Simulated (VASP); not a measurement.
Here is a VASP 6.6.1 calculation.

Contents of INCAR:

```
  PREC = Accurate
  ENCUT = 520
  EDIFF = 1E-6
  ISMEAR = 0
  SIGMA = 0.03
  LREAL = F
  LASPH = T
  NELM = 80
  ALGO = Normal
  ISIF = 2
  LWAVE = F
  LCHARG = F
  LMAXMIX = 4
  GGA = PE
  NBANDS = 35
  KPAR = 4
```

Contents of KPOINTS:

```
Automatic mesh
0
Gamma
  9 9 2
```

File POSCAR:

```
MoSe2                                   
1.0
    3.2786626285      0.0000000000      0.0000000000
   -1.6393313142      2.8394051267      0.0000000000
    0.0000000000      0.0000000000     12.7250115930
  Mo              Se            
     2     4
Direct
     0.3333333332999970    0.6666666667000030    0.2500000000000000
     0.6666666667000030    0.3333333332999970    0.7500000000000000
     0.3333333332999970    0.6666666667000030    0.6183309793776672
     0.6666666667000030    0.3333333332999970    0.1183309793776672
     0.3333333332999970    0.6666666667000030    0.8816690206223328
     0.6666666667000030    0.3333333332999970    0.3816690206223328
```

The input KPOINTS_OPT:

```
explicit points
168
Reciprocal
 0.0000000000  0.0000000000  0.0000000000 1
 0.0555555556  0.0000000000  0.0000000000 1
 0.1111111111  0.0000000000  0.0000000000 1
 0.1666666667  0.0000000000  0.0000000000 1
 0.2222222222  0.0000000000  0.0000000000 1
 0.2777777778  0.0000000000  0.0000000000 1
[... 160 lines left out ...]
 0.5000000000  0.0000000000  0.0718584600 1
 0.5000000000  0.0000000000 -0.0718584600 1
```

Potentials or basis: VASP PAW PBE potentials, release 64 (Mo_sv, Se).

Command:

```bash
$ cat potpaw_PBE.64/Mo_sv/POTCAR potpaw_PBE.64/Se/POTCAR > POTCAR
$ mpirun -np 4 vasp_std > vasp.out
```

Q: Estimate the pressure.

A: 4.0 GPa.

Q: What does it give for the band gap along the path?

A: 0.73 eV, indirect (least direct gap 1.45 eV).

Levels at the corners of the path, in eV from the valence-band top:
| point | band 24 | band 25 | band 26 | band 27 | band 28 | band 29 |
| --- | --- | --- | --- | --- | --- | --- |
| Γ | -1.19 | -0.68 | 0.00 | 2.46 | 2.46 | 2.54 |
| M | -1.20 | -1.13 | -0.87 | 1.55 | 1.60 | 1.78 |
| M | -1.20 | -1.13 | -0.87 | 1.55 | 1.60 | 1.78 |
| K | -2.39 | -0.54 | -0.30 | 1.16 | 1.16 | 1.50 |
| K | -2.39 | -0.54 | -0.30 | 1.16 | 1.16 | 1.50 |
| Γ | -1.19 | -0.68 | 0.00 | 2.46 | 2.46 | 2.54 |
| Γ | -1.19 | -0.68 | 0.00 | 2.46 | 2.46 | 2.54 |
| A | -1.51 | -0.16 | -0.16 | 2.47 | 2.47 | 2.47 |
| A | -1.51 | -0.16 | -0.16 | 2.47 | 2.47 | 2.47 |
| L | -1.17 | -1.04 | -1.04 | 1.57 | 1.57 | 1.99 |
| L | -1.17 | -1.04 | -1.04 | 1.57 | 1.57 | 1.99 |
| H | -2.63 | -0.44 | -0.44 | 1.17 | 1.17 | 2.04 |
| H | -2.63 | -0.44 | -0.44 | 1.17 | 1.17 | 2.04 |
| A | -1.51 | -0.16 | -0.16 | 2.47 | 2.47 | 2.47 |
| L | -1.17 | -1.04 | -1.04 | 1.57 | 1.57 | 1.99 |
| M | -1.20 | -1.13 | -0.87 | 1.55 | 1.60 | 1.78 |
| K | -2.39 | -0.54 | -0.30 | 1.16 | 1.16 | 1.50 |
| H | -2.63 | -0.44 | -0.44 | 1.17 | 1.17 | 2.04 |

Caveat: the mesh misses the band edges, which the band path finds closer together; this functional lacks dispersion, which binds the layers, so the pressure and a relaxed spacing across them are unreliable.
